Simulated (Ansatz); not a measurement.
**BAs: how the settings move a single-point run**

Question: which choices in the input matter for BAs?

Program: Ansatz 0.2.0. Level of theory: reference: DFT, LDA, PAW with Ansatz's default frozen-core files, scalar-relativistic. These are calculated values, not measurements.

**1. The structure to begin with**

Symmetry: F-43m, No. 216, cubic system. The conventional cell has a = 4.819 Å, b = 4.819 Å, c = 4.819 Å, α = 90.00°, β = 90.00°, γ = 90.00°. B (site symmetry -43m) is surrounded by 4 As at 2.09 Å. As (site symmetry -43m) has 4 B at 2.09 Å as nearest neighbours.

Structure file:

```cif
data_structure
_symmetry_space_group_name_H-M 'F-43m'
_symmetry_Int_Tables_number 216
_cell_length_a 4.8193
_cell_length_b 4.8193
_cell_length_c 4.8193
_cell_angle_alpha 90.000
_cell_angle_beta 90.000
_cell_angle_gamma 90.000
_cell_volume 111.93
loop_
_atom_site_label
_atom_site_type_symbol
_atom_site_symmetry_multiplicity
_atom_site_Wyckoff_symbol
_atom_site_fract_x
_atom_site_fract_y
_atom_site_fract_z
_atom_site_occupancy
B1 B 4 c 0.25000 0.25000 0.25000 1
As1 As 4 a 0.00000 0.00000 0.00000 1
```

**2. The reference run**

input.yaml

```yaml
crystal:
  lattice:
    - [0.0, 2.409627, 2.409627]
    - [2.409627, 0.0, 2.409627]
    - [2.409627, 2.409627, 0.0]
  atoms:
    - { symbol: B, position: [0.75, 0.75, 0.75] }
    - { symbol: As, position: [0.0, 0.0, 0.0] }
kpoints:
  mp_grid: { grid: [6, 6, 6] }
scf:
  occupations: { method: fermi_dirac, width: 0.01 }
hamiltonian:
  xc: lda
  pseudopotentials: { kind: paw }
output:
  forces: true
  stress: true
  eigenvalues: true
  efg: { contact_densities: true }
```

On the command line:

```
> ansatz run input.yaml --threads 1 --pin off --max-ram 2048MiB --backend cpu --events-out ev --progress --plain --runs-dir out
```

**3. Changed: mp_grid.grid [3, 3, 3], accuracy medium**

input.yaml: that of step 2 with these lines changed.

```diff
@@ -9,3 +9,3 @@
 kpoints:
-  mp_grid: { grid: [6, 6, 6] }
+  mp_grid: { grid: [3, 3, 3] }
 scf:
@@ -20 +20,6 @@
   efg: { contact_densities: true }
+  write_density: true
+  write_potential: true
+  elf: true
+  volumetric_format: npy
+accuracy: medium
```

Before running it: what results should come out? Wanted: for each run, ending; energy change; pressure; gap; force.

As calculated:

```tsv
run	ending	energy change	pressure (GPa)	gap (eV)	force (eV/Å)	cycles	time
reference	converged	0	-7.2	1.25	0.00	6	1.8 s
1: mp_grid.grid [3, 3, 3], accuracy medium	converged	+306.7 meV/atom	-5.1	1.19	0.00	6	1.6 s
```

Times don't compare one to one where runs were asked for different outputs or read a saved state (see the inputs); cycles may leave out searches for a lower state.

Residual by cycle in the longest SCF loop of each run; runs are numbered as in the table. The quantity is the density residual dr2, in eV.

```tsv
cycle	reference	run 1
1	0.0137	0.017
2	8.0e-4	0.00167
3	1.3e-4	4.1e-4
4	1.3e-5	1.7e-6
5	3.3e-7	9.0e-8
6	1.5e-9	1.6e-9
```

What this shows: Changing the k-point mesh and accuracy level moves the energy by +306.7 meV/atom, and the pressure goes from -7.2 to -5.1 GPa and the gap on the mesh goes from 1.25 to 1.19 eV. A gap read on a mesh depends on which points the mesh holds, and a coarse mesh shifts the density too.

These are semilocal Kohn-Sham gaps, which aren't the measured quantity. Such gaps usually fall short of the measured ones.
